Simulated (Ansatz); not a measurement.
## ZrN: energy less free atoms and pressure against volume scale

All results are calculated (Ansatz 0.2.0). Periodic Kohn-Sham DFT of a crystal at fixed atoms, scaled to volume_scale times the given cell; pressure positive in compression, energy less spherical unpolarised free atoms, largest_vzz the field gradient of largest size among the nuclei.

The cell before it is scaled or strained (space group Fm-3m, No. 225):
```
ZrN
1.0
      0.0000     2.2842     2.2842
      2.2842     0.0000     2.2842
      2.2842     2.2842     0.0000
Zr N
1 1
Direct
  0.00000 0.00000 0.00000
  0.50000 0.50000 0.50000
```

Settings of every row: method all-electron LAPW; functional PBEsol; relativity scalar; k mesh 9x9x9; filling fermi-dirac; smearing width 0.01 eV; basis error target 0.25 meV/atom; nucleus gaussian.

Atom start moment: 0 on all atoms.

| row | volume scale | V (Å³/atom) | energy less free atoms (eV/atom) | pressure (GPa) |
| --- | --- | --- | --- | --- |
| 1 | 0.94 | 11.203 | -10.1399 | 15.391 |
| 2 | 0.9405 | 11.209 | -10.1404 | 15.214 |
| 3 | 0.96 | 11.441 | -10.1577 | 8.674 |
| 4 | 0.97 | 11.56 | -10.163 | 5.577 |
| 5 | 0.98 | 11.68 | -10.166 | 2.641 |
| 6 | 1 | 11.918 | -10.1658 | -2.778 |
| 7 | 1.01 | 12.037 | ? | ? |
| 8 | 1.02 | 12.156 | -10.158 | -7.647 |
| 9 | 1.03 | 12.276 | -10.1515 | -9.892 |
| 10 | 1.04 | 12.395 | -10.1433 | -12.02 |
| 11 | 1.06 | 12.633 | -10.1225 | -15.946 |

Question: what energy less free atoms and pressure should row 7 give?

Worked fit of energy less free atoms. Take u = (V_r/V)^(2/3) − 1 with V_r = 11.799 Å³ an atom, which is twice the finite (Eulerian) strain; such expansions in the strain, on which the Birch-Murnaghan equation of state is built, carry the rest volume and the bulk modulus. The shown rows have u = 0.03516, 0.03479, 0.02075, 0.01374, 0.00678, -0.00667, -0.01968, -0.02607, -0.03232, -0.04451. Least squares give energy less free atoms = −10.16693 − 0.0173 × u + 22.231 × u² + 4.4 × u³ eV/atom; a parabola predicts inner rows, each left out in turn, worse (root mean square 9.3e-05 against 4.9e-05 eV/atom). The rows lie off it by 0.0000, 0.0000, 0.0000, 0.0000, 0.0000, 0.0000, 0.0000, -0.0001, 0.0000, 0.0000. Its lowest point lies at u = 0.0004, or V = 11.79 Å³ an atom, and the curvature there gives the bulk modulus at fixed shape and fractions, B = (4/9)(1 + u)² E″(u)/V = 269 GPa. The withheld row has u = -0.01323, so the fit gives −10.16693 − 0.0173 × (-0.01323) + 22.231 × (-0.01323)² + 4.4 × (-0.01323)³ = -10.1628 eV/atom.

The calculation gave -10.1628 eV/atom. The fit meets it to the printed digit.

Worked fit of pressure. Take u = (V_r/V)^(2/3) − 1 with V_r = 11.799 Å³ an atom, which is twice the finite (Eulerian) strain; such expansions in the strain, on which the Birch-Murnaghan equation of state is built, carry the rest volume and the bulk modulus. The shown rows have u = 0.03516, 0.03479, 0.02075, 0.01374, 0.00678, -0.00667, -0.01968, -0.02607, -0.03232, -0.04451. Least squares give pressure = −0.1472 + 401.93 × u + 1101.45 × u² + 1029 × u³ GPa; a parabola predicts inner rows, each left out in turn, worse (root mean square 0.018 against 0.0093 GPa). The rows lie off it by 0.000, 0.002, -0.002, -0.009, 0.012, 0.001, -0.009, 0.003, 0.002, 0.000 (root mean square 0.0057 GPa). The pressure vanishes at u = 0.0004, or V = 11.79 Å³ an atom, and there the bulk modulus at fixed shape and fractions is B = −V dP/dV = (2/3)(1 + u) dP/du = 269 GPa. The withheld row has u = -0.01323, so the fit gives −0.1472 + 401.93 × (-0.01323) + 1101.45 × (-0.01323)² + 1029 × (-0.01323)³ = -5.274 GPa.

The calculation gave -5.278 GPa. The fit lies 0.004 GPa (0.013 % of the column's range) above it; its largest miss of a shown row is 0.012 GPa.
